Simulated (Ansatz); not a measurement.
**Tl: how the settings move a single-point run**

Aim: see which settings change the result for Tl, by how much, and at what cost.

Computed with Ansatz 0.2.0 (reference: DFT, PBE, PAW with Ansatz's default frozen-core files, fully relativistic files with spin-orbit coupling, unless a step's input says otherwise).

## (1) The system as given

It takes space group P6_3/mmc (No. 194, hexagonal). Conventional cell: a = 3.456 Å, b = 3.456 Å, c = 5.525 Å, α = 90.00°, β = 90.00°, γ = 120.00°. Around Tl (site symmetry -6m2) lie 12 Tl at 3.41 to 3.46 Å.

Structure file:

```
Tl
1.0
     3.45600    0.00000    0.00000
    -1.72800    2.99298    0.00000
     0.00000    0.00000    5.52500
Tl
2
Direct
  0.33333 0.66667 0.25000
  0.66667 0.33333 0.75000
```

## (2) Reference

Contents of input.yaml:

```yaml
crystal:
  lattice:
    - [3.4559983565, 0.0, 0.0]
    - [-1.7279991783, 2.9929823722, 0.0]
    - [0.0, 0.0, 5.525]
  atoms:
    - { symbol: Tl, position: [0.3333333333, 0.6666666667, 0.25] }
    - { symbol: Tl, position: [0.6666666667, 0.3333333333, 0.75] }
kpoints:
  mp_grid: { grid: [11, 11, 6] }
  band_path:
    path:
      - [0.0, 0.0, 0.0]
      - [0.5, 0.0, 0.0]
      - [0.3333333333, 0.3333333333, 0.0]
      - [0.0, 0.0, 0.0]
      - [0.0, 0.0, 0.5]
      - [0.5, 0.0, 0.5]
      - [0.3333333333, 0.3333333333, 0.5]
      - [0.0, 0.0, 0.5]
      - [0.5, 0.0, 0.5]
    npoints: 5
scf:
  occupations: { method: fermi_dirac, width: 0.05 }
hamiltonian:
  xc: pbe
  pseudopotentials: { kind: paw_fr }
output:
  forces: true
  stress: true
  eigenvalues: true
  efg: { contact_densities: true }
magnetization:
  noncollinear: true
  spin_orbit: true
```

On the command line:

```
> ansatz run input.yaml --threads 1 --pin off --max-ram 2048MiB --backend cpu --events-out ev --progress --plain --runs-dir out
```

## (3) Changed: preconditioner kerker_dos, xc rpbe, ecutwfc 33.1 Ry

input.yaml: that of step 2 with these lines changed.

```diff
@@ -24,4 +24,5 @@
   occupations: { method: fermi_dirac, width: 0.05 }
+  mixing: { preconditioner: kerker_dos }
 hamiltonian:
-  xc: pbe
+  xc: rpbe
   pseudopotentials: { kind: paw_fr }
@@ -35 +36,3 @@
   spin_orbit: true
+basis:
+  ecutwfc: "33.1 Ry"
```

Q: Predict the outcome of this session. Wanted: for each run, ending; energy change; pressure; gap; force.

**Answer**, as computed:

| run | ending | energy change | pressure (GPa) | gap (eV) | force (eV/Å) | cycles | time |
| --- | --- | --- | --- | --- | --- | --- | --- |
| reference | converged | - | 2.6 | 0.00 | 0.00 | 7 | 37 s |
| 1: preconditioner kerker_dos, xc rpbe, ecutwfc 33.1 Ry | converged | not comparable | 4.6 | 0.00 | 0.00 | 7 | 44 s |

Residual by cycle in the longest SCF loop of each run; runs are numbered as in the table. The quantity is the density residual dr2, in eV.

```
cycle  reference    run 1
    1      0.114   0.0816
    2     0.0622   0.0369
    3    0.00175  0.00123
    4     2.8e-4   2.1e-4
    5     1.9e-5   1.2e-5
    6     2.9e-7   3.1e-8
    7     4.6e-8   5.8e-9
```

**Reading.** Total energies don't compare across a change of functional; the pressure goes from 2.6 to 4.6 GPa. The cutoff changed too.
